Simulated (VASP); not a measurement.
Write the native input for VASP 6.6.1 that does the following.

* Task: single point
* Functional: PBEsol
* Potentials or basis: VASP PAW PBE potentials, release 64 (Cd, F)
* Cutoff: 520 eV
* k mesh: 5 × 5 × 5
* Occupations: gaussian, width 0.01 eV
* Spin: no spin polarisation
* Dipole correction: no
* Further INCAR settings: ALGO = Fast; EDIFF = 1e-07; NBANDS = 20

The structure of CdF2 lies in POSCAR:

```
CdF2
1.0
    0.0000000000      2.6825809990      2.6825809990
    2.6825809990      0.0000000000      2.6825809990
    2.6825809990      2.6825809990      0.0000000000
Cd F
1 2
Direct
    0.0000000000      0.0000000000      0.0000000000
    0.2500000000      0.2500000000      0.2500000000
    0.7500000000      0.7500000000      0.7500000000
```

One way to write it, as run:

INCAR

```
PREC     = Accurate       # precision mode
ENCUT    = 520            # plane-wave cutoff, eV
EDIFF    = 1E-7           # SCF threshold, eV
ISMEAR   = 0              # smearing method
SIGMA    = 0.01           # smearing width, eV
LREAL    = False          # projectors in reciprocal space
LASPH    = True           # aspherical terms in the spheres
NELM     = 100            # most SCF steps
ALGO     = Fast           # electronic algorithm
ISIF     = 2              # what is computed and relaxed
LWAVE    = False          # write WAVECAR
LCHARG   = True           # write CHGCAR
GGA      = PS             # functional
LELF     = True           # ELF
LVHAR    = True         
NBANDS   = 20             # bands
```

KPOINTS

```
Automatic mesh
0
Gamma
  5 5 5
```

Potentials or basis: VASP PAW PBE potentials, release 64 (Cd, F).

Run with:

```console
$ cat potpaw_PBE.64/Cd/POTCAR potpaw_PBE.64/F/POTCAR > POTCAR
$ mpirun -np 1 vasp_std > vasp.out
```

Results of the run:

```yaml
Pressure: 2.0 GPa
Band_gap_on_the_k_mesh: 3.03 eV, indirect (least direct gap 3.42 eV)
```

Caveat: the PAW data sets were made with another functional, which shifts forces and pressure a little; an odd mesh through Γ misses points on the zone boundary, where band edges often lie.

Run time: 5.8 s on 1 thread of Intel(R) Xeon(R) 6975P-C (Granite Rapids) (shared host), peak memory 0.15 GiB.
